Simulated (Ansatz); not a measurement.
# FeO (Wuestite): single point with PBE

The system is FeO (Wuestite).

```xyz
2
Lattice="0.0000 2.1554 2.1554 2.1554 0.0000 2.1554 2.1554 2.1554 0.0000" Properties=species:S:1:pos:R:3 pbc="T T T"
Fe    0.0000    0.0000    0.0000
O     2.1554    2.1554    2.1554
```

```
Program             : Ansatz 0.2.0
Task                : single point
Functional          : PBE
Potentials or basis : Ansatz PAW
Cutoff              : 420 eV (not typed: the program's choice for these potentials)
k mesh              : 11 × 11 × 11
Occupations         : gaussian, width 0.015 eV
Spin                : collinear spin, ferromagnetic start
Starting moments    : [3.0, 0.0] μB
```

- Pressure: -0.3 GPa
- Band gap on the k mesh: none (metal or under the smearing width)
- Net moment: 4.00 μB per cell
- Absolute moment: 4.01 μB per cell
- Site moments: Fe +3.45; O +0.32 μB

Levels at points of the mesh, in eV from the Fermi level:
Spin up:
```
           k point  band 11  band 12  band 13  band 14  band 15  band 16
(0.00, 0.00, 0.00)    -3.88    -3.68    -3.68    -0.01    15.20    16.93
```
Spin down:
```tsv
k point	band 7	band 8	band 9	band 10	band 11	band 12
(0.00, 0.00, 0.00)	-3.34	-3.34	-0.74	-0.74	-0.74	0.21
```

Wall time 2.6 s on 2 threads of Intel(R) Xeon(R) Platinum 8259CL CPU @ 2.50GHz (Skylake/Cascade Lake), with other jobs on the host, peak memory 0.38 GiB.

The gap isn't set beside the measured one, since this odd mesh misses points on the zone boundary.

Caveat: the pressure holds a Pulay correction of +0.6 GPa for the finite cutoff; a cell with one magnetic atom can't hold antiferromagnetic order, which such compounds often take; semilocal functionals often make such compounds metallic where correlation or magnetic order opens a gap, which also shifts bond lengths.
